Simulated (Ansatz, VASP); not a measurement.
# Two plane-wave programs on Co

```
CELL_PARAMETERS angstrom
-1.35687 1.35687 1.35687
1.35687 -1.35687 1.35687
1.35687 1.35687 -1.35687
ATOMIC_POSITIONS crystal
Co 0.00000 0.00000 0.00000
```

Alike in both runs: task single point; functional revPBE; k mesh 17 × 17 × 17; occupations fermi-dirac, width 0.05 eV; collinear spin.

```csv
,VASP,Ansatz
version,VASP 6.6.1,Ansatz 0.2.0
potentials or method,"VASP PAW PBE potentials, release 64 (Co)","plane waves (420 eV) with PAW, scalar-relativistic"
plane-wave cutoff (eV),520,420
valence electrons in the cell,9,17
```

|  | VASP | Ansatz | Ansatz less VASP |
| --- | --- | --- | --- |
| net moment per atom (μB) | 1.69 | 1.71 | +0.013 |
| size of the moment on the site where the two differ most (μB) | 1.70 | 1.76 | +0.067 |

Site moments also hang on the region over which each program counts them. With one functional, cell and mesh, what is left measures potentials, basis and numerics. The two sets of potentials don't hold the same shells in valence.
